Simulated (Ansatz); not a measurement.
Cu: elastic constants with PBEsol

Cu:

```
Cu
1.0
    -1.44279    1.44279    1.37608
     1.44279   -1.44279    1.37608
     1.44279    1.44279   -1.37608
Cu
1
Direct
  0.00000 0.00000 0.00000
```

This isn't the form of Cu at room conditions, which is fcc.

```
Program             : Ansatz 0.2.0
Task                : elastic constants
Functional          : PBEsol
Potentials or basis : Ansatz PAW
Cutoff              : 420 eV (not typed: the program's choice for these potentials)
k mesh              : 10 × 10 × 10
Occupations         : fermi-dirac, width 0.05 eV
Spin                : no spin polarisation
Atoms under strain  : relaxed
```

```json
{
  "Pressure": "-1.4 GPa",
  "Band gap on the k mesh": "none (metal or under the smearing width)",
  "Voigt bulk modulus": "157 GPa"
}
```

Stress tensor (GPa, compression positive):
```
-0.94  0.00  0.00
 0.00 -0.94  0.00
 0.00  0.00 -2.43
```

Levels at points of the mesh, in eV from the Fermi level:
```tsv
k point	band 6	band 7	band 8	band 9	band 10	band 11	band 12	band 13	band 14
(0.00, 0.00, 0.00)	-3.35	-3.15	-3.15	-2.26	-2.05	24.82	24.82	26.08	28.57
(0.00, 0.00, -0.50)	-3.81	-2.34	-2.08	-1.39	-1.01	4.12	18.51	18.72	22.41
(0.00, -0.50, 0.00)	-4.05	-2.17	-1.94	-1.36	-0.65	4.64	17.25	17.31	21.26
(-0.50, -0.50, -0.50)	-4.82	-1.57	-1.57	-1.51	7.61	7.61	9.45	13.33	13.94
```

Elastic tensor in Voigt notation (GPa, in the Cartesian axes of the cell as first typed):
```
104 202 160   0   0   0
202 104 160   0   0   0
159 159 164   0   0   0
  0   0   0  42   0   0
  0   0   0   0  42   0
  0   0   0   0   0  86
```

It took 7.8 s on 2 threads of Arm Neoverse V2, on a shared host, peak memory 0.32 GiB.

Caveat: the elastic tensor has a negative eigenvalue, so either the cell is unstable as it stands or the mesh is too thin; the PAW data sets come from PBE, with cores solved anew for the run's functional, which leaves a small shift of forces and pressure.
